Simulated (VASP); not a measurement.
# InP (F-43m) in VASP: notebook

One crystal, InP, is run at these levels: PBE; tasks: G0W0 quasiparticle levels.

Program: VASP 6.6.1. These are calculated values, not measurements. Logs are shortened: lines on timing, memory, paths and dates and some standing lists are left out, and cuts for length are marked.

### Step 1. Starting point

It takes space group F-43m (No. 216, cubic). Conventional cell: a = 5.861 Å, b = 5.861 Å, c = 5.861 Å, α = 90.00°, β = 90.00°, γ = 90.00°. In (site symmetry -43m) has 4 P at 2.54 Å as nearest neighbours. P (site symmetry -43m) has 4 In at 2.54 Å as nearest neighbours.

### Step 2. G0W0 quasiparticle levels, PBE

The input, POSCAR:

```
InP
1.0
    0.0000000000      2.9305000000      2.9305000000
    2.9305000000      0.0000000000      2.9305000000
    2.9305000000      2.9305000000      0.0000000000
In P
1 1
Direct
    0.0000000000      0.0000000000      0.0000000000
    0.7500000000      0.7500000000      0.7500000000
```

The input, INCAR.step1:

```
  PREC = Accurate
  ENCUT = 450
  EDIFF = 1E-8
  ISMEAR = 0
  SIGMA = 0.01
  LREAL = F
  LASPH = T
  NELM = 60
  ALGO = Normal
  LWAVE = T
  LCHARG = F
  GGA = PE
```

The input, INCAR.step2:

```
  PREC = Accurate
  ENCUT = 450
  EDIFF = 1E-8
  ISMEAR = 0
  SIGMA = 0.01
  LREAL = F
  LASPH = T
  NELM = 1
  ALGO = Exact
  LWAVE = T
  LCHARG = F
  GGA = PE
  NBANDS = 69
  LOPTICS = T
  ISTART = 1
```

The input, INCAR.step3:

```
  PREC = Accurate
  ENCUT = 450
  EDIFF = 1E-8
  ISMEAR = 0
  SIGMA = 0.01
  LREAL = F
  LASPH = T
  ALGO = EVGW0
  LWAVE = F
  LCHARG = F
  GGA = PE
  NELMGW = 1
  NBANDS = 69
  ENCUTGW = 100
  NOMEGA = 48
  PRECFOCK = Fast
  ISTART = 1
  NBANDSGW = 17
```

The input, KPOINTS:

```
Automatic mesh
0
Gamma
  3 3 3
```

Potentials or basis: VASP PAW PBE potentials, release 64 (In_d_GW, P_GW).

Launch:

```bash
> cat potpaw_PBE.64/In_d_GW/POTCAR potpaw_PBE.64/P_GW/POTCAR > POTCAR
> cp INCAR.step1 INCAR
> mpirun -np 1 vasp_std > vasp.out
> cp INCAR.step2 INCAR
> mpirun -np 1 vasp_std > vasp.out
> cp INCAR.step3 INCAR
> mpirun -np 1 vasp_std > vasp.out
```

OUTCAR:

```text
PREC = Accurate
   ENCUT = 450
   EDIFF = 1E-8
   ISMEAR = 0
   LREAL = F
   LASPH = T
   GGA = PE
   NELMGW = 1
   ENCUTGW = 100
   PRECFOCK = Fast
   ISTART = 1

 Found      4 irreducible k-points:

 Following reciprocal coordinates:
            Coordinates               Weight
  0.000000  0.000000  0.000000      1.000000
  0.333333  0.000000  0.000000      8.000000
  0.333333  0.333333  0.000000      6.000000
 -0.333333  0.333333  0.000000     12.000000
   k-points           NKPTS =      4   k-points in BZ     NKDIM =     27   number of bands    NBANDS=     69
   number of dos      NEDOS =    301   number of ions     NIONS =      2
   total plane-waves  NPLWV =  27000
   dimension x,y,z NGX =    30 NGY =   30 NGZ =   30
   dimension x,y,z NGXF=    60 NGYF=   60 NGZF=   60
   ions per type =               1   1
   NGX,Y,Z   is equivalent  to a cutoff of  12.03, 12.03, 12.03 a.u.
   NGXF,Y,Z  is equivalent  to a cutoff of  24.07, 24.07, 24.07 a.u.
 SYSTEM =  unknown system
   PREC   = accura    normal or accurate (medium, high low for compatibility)
   ISTART =      1    job   : 0-new  1-cont  2-samecut
   ICHARG =      0    charge: 1-file 2-atom 10-const
   ISPIN  =      1    spin polarized calculation?
   LNONCOLLINEAR =      F non collinear calculations
   LSORBIT =      F    spin-orbit coupling
   LASPH  =      T    aspherical Exc in radial PAW
   ENCUT  =  450.0 eV  33.07 Ry    5.75 a.u.   7.17  7.17  7.17*2*pi/ulx,y,z
   NELM   =     60;   NELMIN=  2; NELMDL=  0     # of ELM steps
   EDIFF  = 0.1E-07   stopping-criterion for ELM
   LREAL  =      F    real-space projection
   EDIFFG = 0.1E-06   stopping-criterion for IOM
   NSW    =      0    number of steps for IOM
   IBRION =     -1    ionic relax: 0-MD 1-quasi-New 2-CG
   NFREE  =      0    steps in history (QN), initial steepest desc. (CG)
   ISIF   =      0    stress and relaxation
   ISYM   =      3    0-nonsym 1-usesym 2-fastsym
   POTIM  = 0.5000    time-step for ionic-motion
   TEBEG  =    0.0;   TEEND  =   0.0 temperature during run
   PSTRESS=    0.0 pullay stress
   NELECT =      18.0000    total number of electrons
   NUPDOWN=      -1.0000    fix difference up-down
   EMIN   =  10.00;   EMAX   =-10.00  energy-range for DOS
   EFERMI =   0.00;   METHOD = LEGACY
   ISMEAR =     0;   SIGMA  =   0.01  broadening in eV -4-tet -1-fermi 0-gaus
   EFERMI_NEDOS =   21; number of points for ismear=-14 and -15
   IALGO  =     38    algorithm
   IMIX   =      4    mixing-type and parameters
     AMIX     =   0.40;   BMIX     =  1.00
     AMIX_MAG =   1.60;   BMIX_MAG =  1.00
  volume/ion in A,a.u.               =      25.17       169.83
  Fermi-wavevector in a.u.,A,eV,Ry     =   1.162021  2.195901 18.371846  1.350293
  Thomas-Fermi vector in A             =   2.298587
   LORBIT       =      0    0 simple, 1 ext, 2 COOP (PROOUT), +10 PAW based schemes
   GGA     = PE    functional components
   LHFCALC =     T    Hartree Fock is set to
   PRECFOCK=fast      Normal, Fast or Accurate (Low or Medium for compatibility)
   ENCUT4O =  -1.0   cutoff for four orbital integrals eV
   NKREDX  =     1    reduce k-point grid by
   NKREDY  =     1    reduce k-point grid by
   NKREDZ  =     1    reduce k-point grid by
   AEXX    =    1.0000 exact exchange contribution
   HFSCREEN=    0.0000 screening length (either q_TF or 0.3 A-1)
   HFSCREENC=   0.0000 screening length for correlation (either q_TF or 0.3 A-1)
   ENCUTFOCK=  -1.0 apply spherical cutoff to Coloumb kernel
   IVDW    =     0    specifies the selected vdW correction
   LEPSILON=     F    determine dielectric tensor
   LRPA    =     F    only Hartree local field effects (RPA)
   LRPAFORCE           =     F    calculate RPA forces
   ENCUTGW             = 100.0    cutoff for response function in eV
   ENCUTGWSOFT         =  80.0    soft cutoff for Coulomb kernel in GW response function in eV
   ENCUTLF             =  -1.0    cutoff for local field effects
   NELMGW              =     1    number of iterations in solving QP/BSE equation
   NELMHF              =     1    number of iterations in the inner HF iteration
   NKREDLFX            =     1    NKREDLFY  =   1   NKREDLFZ  =   1
 non-spin polarized calculation
 Gauss-broadening in eV      SIGMA  =   0.01
  energy-cutoff  :      450.00
  volume of cell :       50.33
 maximum number of plane-waves:      1113
 NGX is ok and might be reduce to    30
  NGX = 16; NGY = 16; NGZ = 16
   NGX = 15   NGY = 15   NGZ = 15
 maximum number of plane-waves:       117

 QP shifts <psi_nk| G(iteration)W_0 |psi_nk>: iteration 1
 for sc-GW calculations column KS-energies equals QP-energies in previous step
 and V_xc(KS)=  KS-energies - (<T + V_ion + V_H > + <T+V_H+V_ion>^1  + <V_x>^1)

 k-point   1 :       0.0000    0.0000    0.0000
  band No.  KS-energies  QP-energies   sigma(KS)   V_xc(KS)     V^pw_x(r,r')   Z            occupation Imag(sigma)

      1     -10.2933     -11.9648     -18.9680     -16.5967     -25.3298       0.7049       2.0000       0.4174
      2     -10.2933     -11.9648     -18.9680     -16.5967     -25.3298       0.7049       2.0000       0.4174
      3     -10.2933     -11.9648     -18.9680     -16.5967     -25.3298       0.7049       2.0000       0.4174
      4     -10.1476     -11.8380     -19.0862     -16.6813     -25.3437       0.7029       2.0000       0.3413
      5     -10.1476     -11.8380     -19.0862     -16.6813     -25.3437       0.7029       2.0000       0.3413
      6      -7.4965      -7.7557     -11.6771     -11.2915     -18.2328       0.6722       2.0000       1.0872
[... 9 lines left out ...]
     16      13.3900      13.8118      -9.6606     -10.2238      -4.5789       0.7488       0.0000      -0.2576
     17      15.1508      15.0399      -7.6886      -7.5434      -2.2265       0.7637       0.0000      -0.4670

 k-point   2 :       0.3333    0.0000    0.0000
  band No.  KS-energies  QP-energies   sigma(KS)   V_xc(KS)     V^pw_x(r,r')   Z            occupation Imag(sigma)

      1     -10.3780     -11.9654     -18.6951     -16.4123     -25.1398       0.6954       2.0000       0.4405
      2     -10.2619     -11.9355     -19.0036     -16.6269     -25.3500       0.7042       2.0000       0.4078
      3     -10.2619     -11.9355     -19.0036     -16.6269     -25.3500       0.7042       2.0000       0.4078
      4     -10.1406     -11.8301     -19.0921     -16.6925     -25.3595       0.7041       2.0000       0.3407
      5     -10.1406     -11.8301     -19.0921     -16.6925     -25.3595       0.7041       2.0000       0.3407
      6      -6.3726      -6.6486     -12.2190     -11.8032     -18.3664       0.6639       2.0000       0.8893
[... 9 lines left out ...]
     16      13.0533      13.3432      -9.3007      -9.6879      -4.1946       0.7487       0.0000      -0.2690
     17      17.8490      18.0607      -9.1909      -9.4725      -3.1524       0.7519       0.0000      -0.7106

 k-point   3 :       0.3333    0.3333    0.0000
  band No.  KS-energies  QP-energies   sigma(KS)   V_xc(KS)     V^pw_x(r,r')   Z            occupation Imag(sigma)

      1     -10.4311     -12.0043     -18.6320     -16.3704     -25.1035       0.6956       2.0000       0.4560
      2     -10.2169     -11.8992     -19.0701     -16.6866     -25.4095       0.7058       2.0000       0.3974
      3     -10.2169     -11.8992     -19.0701     -16.6866     -25.4095       0.7058       2.0000       0.3974
      4     -10.1839     -11.8636     -19.0091     -16.6154     -25.2746       0.7018       2.0000       0.3478
      5     -10.1216     -11.8109     -19.1074     -16.7115     -25.3767       0.7051       2.0000       0.3358
      6      -5.9901      -6.2625     -12.2988     -11.8862     -18.3062       0.6602       2.0000       0.8328
[... 9 lines left out ...]
     16      17.3369      17.4405      -8.5119      -8.6493      -2.7486       0.7542       0.0000      -0.5796
     17      18.1419      18.5705      -9.9100     -10.4773      -3.7866       0.7556       0.0000      -0.8377

 k-point   4 :      -0.3333    0.3333    0.0000
  band No.  KS-energies  QP-energies   sigma(KS)   V_xc(KS)     V^pw_x(r,r')   Z            occupation Imag(sigma)

      1     -10.4273     -11.9799     -18.5971     -16.3602     -25.0946       0.6941       2.0000       0.4604
      2     -10.2338     -11.9081     -19.0323     -16.6457     -25.3601       0.7015       2.0000       0.3885
      3     -10.2152     -11.8970     -19.0691     -16.6896     -25.4093       0.7068       2.0000       0.3996
      4     -10.1613     -11.8435     -19.0538     -16.6576     -25.3237       0.7020       2.0000       0.3432
      5     -10.1358     -11.8222     -19.0859     -16.6908     -25.3551       0.7041       2.0000       0.3375
      6      -5.2478      -5.5205     -12.8272     -12.4209     -18.6366       0.6710       2.0000       0.7373
[... 9 lines left out ...]
     16      17.1145      17.3183      -8.8607      -9.1332      -3.0451       0.7479       0.0000      -0.5616
     17      17.9822      18.2595      -9.2285      -9.6032      -3.1822       0.7399       0.0000      -0.7124
```

It took 36 s on 1 thread of Intel Xeon 6975P-C (Granite Rapids), shared host; peak memory 0.32 GiB.

The run converged, but some of its settings lie outside the range that counts as converged, so its numbers aren't taken as properties of the crystal.

What came out:

```yaml
Band_gap_on_the_k_mesh_mean-field_level: 0.67 eV, direct
Quasiparticle_gap: 1.18 eV
Least_direct_quasiparticle_gap: 1.18 eV
```

Caveat: the k mesh is coarse (spacing up to 0.62 Å⁻¹), so the values aren't converged; bands, screening cutoff and mesh are small and nothing is extrapolated, so the quasiparticle values aren't converged; spin-orbit coupling is left out, which moves the levels of the heavy elements.

### Step 3. G0W0 quasiparticle levels, PBE

POSCAR is that of step 2.

INCAR.step1 is that of step 2.

Edit INCAR.step2 of step 2 so:

```diff
@@ -12,3 +12,3 @@
   GGA = PE
-  NBANDS = 69
+  NBANDS = 39
   LOPTICS = T
```

Edit INCAR.step3 of step 2 so:

```diff
@@ -12,4 +12,4 @@
   NELMGW = 1
-  NBANDS = 69
-  ENCUTGW = 100
+  NBANDS = 39
+  ENCUTGW = 260
   NOMEGA = 48
```

KPOINTS is that of step 2.

Potentials or basis: VASP PAW PBE potentials, release 64 (In_d_GW, P_GW).

Launch:

```bash
> cat potpaw_PBE.64/In_d_GW/POTCAR potpaw_PBE.64/P_GW/POTCAR > POTCAR
> cp INCAR.step1 INCAR
> mpirun -np 1 vasp_std > vasp.out
> cp INCAR.step2 INCAR
> mpirun -np 1 vasp_std > vasp.out
> cp INCAR.step3 INCAR
> mpirun -np 1 vasp_std > vasp.out
```

OUTCAR:

```text
PREC = Accurate
   ENCUT = 450
   EDIFF = 1E-8
   ISMEAR = 0
   LREAL = F
   LASPH = T
   GGA = PE
   NELMGW = 1
   ENCUTGW = 260
   PRECFOCK = Fast
   ISTART = 1

 Found      4 irreducible k-points:

 Following reciprocal coordinates:
            Coordinates               Weight
  0.000000  0.000000  0.000000      1.000000
  0.333333  0.000000  0.000000      8.000000
  0.333333  0.333333  0.000000      6.000000
 -0.333333  0.333333  0.000000     12.000000
[... 60 lines left out ...]
   ENCUTLF             =  -1.0    cutoff for local field effects
   NELMGW              =     1    number of iterations in solving QP/BSE equation
   NELMHF              =     1    number of iterations in the inner HF iteration
   NKREDLFX            =     1    NKREDLFY  =   1   NKREDLFZ  =   1
 non-spin polarized calculation
 Gauss-broadening in eV      SIGMA  =   0.01
  energy-cutoff  :      450.00
  volume of cell :       50.33
 maximum number of plane-waves:      1113
 NGX is ok and might be reduce to    30
  NGX = 16; NGY = 16; NGZ = 16
   NGX = 15   NGY = 15   NGZ = 15
 maximum number of plane-waves:       531

 QP shifts <psi_nk| G(iteration)W_0 |psi_nk>: iteration 1
 for sc-GW calculations column KS-energies equals QP-energies in previous step
 and V_xc(KS)=  KS-energies - (<T + V_ion + V_H > + <T+V_H+V_ion>^1  + <V_x>^1)

 k-point   1 :       0.0000    0.0000    0.0000
  band No.  KS-energies  QP-energies   sigma(KS)   V_xc(KS)     V^pw_x(r,r')   Z            occupation Imag(sigma)

      1     -10.2933     -11.7416     -18.6305     -16.5967     -25.3298       0.7121       2.0000       0.2799
      2     -10.2933     -11.7416     -18.6305     -16.5967     -25.3298       0.7121       2.0000       0.2799
      3     -10.2933     -11.7416     -18.6305     -16.5967     -25.3298       0.7121       2.0000       0.2799
      4     -10.1476     -11.6237     -18.7592     -16.6813     -25.3437       0.7104       2.0000       0.2070
      5     -10.1476     -11.6237     -18.7592     -16.6813     -25.3437       0.7104       2.0000       0.2070
      6      -7.4965      -7.5840     -11.4221     -11.2915     -18.2328       0.6705       2.0000       1.0991
[... 59 lines left out ...]
      3     -10.2152     -11.6765     -18.7359     -16.6896     -25.4093       0.7141       2.0000       0.2644
      4     -10.1613     -11.6331     -18.7320     -16.6576     -25.3237       0.7095       2.0000       0.2103
      5     -10.1358     -11.6116     -18.7643     -16.6908     -25.3551       0.7118       2.0000       0.2056
      6      -5.2478      -5.3505     -12.5740     -12.4209     -18.6366       0.6707       2.0000       0.7305
[... 9 lines left out ...]
     16      17.1145      17.6468      -8.4236      -9.1332      -3.0451       0.7502       0.0000      -0.5818
     17      17.9822      18.5907      -8.7830      -9.6032      -3.1822       0.7419       0.0000      -0.7311
```

OUTCAR.step1:

```text
PREC = Accurate
   ENCUT = 450
   EDIFF = 1E-8
   ISMEAR = 0
   LREAL = F
   LASPH = T
[... 170 lines left out ...]
 -----------------------------------------------------------------------------------
      0.00000      0.00000      0.00000         0.000000      0.000000      0.000000
      4.39575      4.39575      4.39575        -0.000000     -0.000000     -0.000000
 -----------------------------------------------------------------------------------
    total drift:                                0.000000      0.000000      0.000000

  FREE ENERGIE OF THE ION-ELECTRON SYSTEM (eV)
  ---------------------------------------------------
  free  energy   TOTEN  =        -7.9905974958 eV

  energy  without entropy=       -7.9905974958  energy(sigma->0) =       -7.99059750
```

OUTCAR.step2:

```text
PREC = Accurate
   ENCUT = 450
   EDIFF = 1E-8
   ISMEAR = 0
   LREAL = F
[... 538 lines left out ...]
     0.00000    91.08145    91.08145    91.08145     0.00000     0.00000    -0.00000
     0.62142    99.80013    99.80013    99.80013     0.00000     0.00000    -0.00000
     1.24284    -6.45784    -6.45784    -6.45784     0.00000     0.00000    -0.00000
     1.86426    29.08315    29.08315    29.08315     0.00000     0.00000    -0.00000
     2.48568   -64.49255   -64.49255   -64.49255     0.00000    -0.00000    -0.00000
     3.10710    -2.82265    -2.82265    -2.82265     0.00000    -0.00000    -0.00000
[... 92 lines left out ...]
    60.89920     0.83196     0.83196     0.83196    -0.00000    -0.00000    -0.00000
    61.52062     0.83672     0.83672     0.83672    -0.00000    -0.00000    -0.00000
```

It took 51 s on 1 thread of Intel Xeon 6975P-C (Granite Rapids), shared host; peak memory 0.59 GiB.

The run converged, but some of its settings lie outside the range that counts as converged, so its numbers aren't taken as properties of the crystal.

What came out:

```yaml
Band_gap_on_the_k_mesh_mean-field_level: 0.67 eV, direct
Quasiparticle_gap: 1.23 eV
Least_direct_quasiparticle_gap: 1.23 eV
```

Caveat: the k mesh is coarse (spacing up to 0.62 Å⁻¹), so the values aren't converged; bands, screening cutoff and mesh are small and nothing is extrapolated, so the quasiparticle values aren't converged; spin-orbit coupling is left out, which moves the levels of the heavy elements.

### Step 4. The reference run

An earlier run on the cell as given: functional PBEsol; potentials or basis VASP PAW PBE potentials, release 64 (In_d, P); cutoff 520 eV; k mesh 8 × 8 × 8; occupations fermi-dirac, width 0.05 eV; no spin polarisation.

* Pressure: 0.6 GPa
* Band gap on the k mesh: 0.61 eV, direct
